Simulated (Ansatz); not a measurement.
# Si2Mo (I4/mmm)

Method: DFT PBEsol, scalar-relativistic, plane waves, PAW (Ansatz 0.2.0).

Plane waves to 420 eV, a k mesh through Γ of 18×18×18 on the computed 3-atom cell and Gaussian smearing (0.10 eV); no spin polarisation.

The structure is relaxed at this level of theory with its symmetry kept.

```
Si Mo
1.0
    -1.59504    1.59504    3.91069
     1.59504   -1.59504    3.91069
     1.59504    1.59504   -3.91069
Si Mo
2 1
Direct
  0.33506 0.33506 0.00000
  0.66494 0.66494 0.00000
  0.00000 0.00000 0.00000
```

* Space group: I4/mmm (No. 139)
* Volume per atom: 89.5 bohr³
* Formation energy from the elements' standard states (uncorrected): -0.604 eV/atom
* Kohn–Sham band gap: none (metal)
* Density of states at the Fermi level: 0.24 states/eV per cell (so small that it hangs on the mesh: a semimetal, or crossings between mesh points)
* Löwdin character within 0.5 eV of the Fermi level: Mo 4d 67 %, Si 3p 24 %
* Bulk modulus: 218 GPa
* Its pressure derivative: 4.4
* Bader charges (e): Si (2 in the cell) -0.02, Mo (1 in the cell) 0.05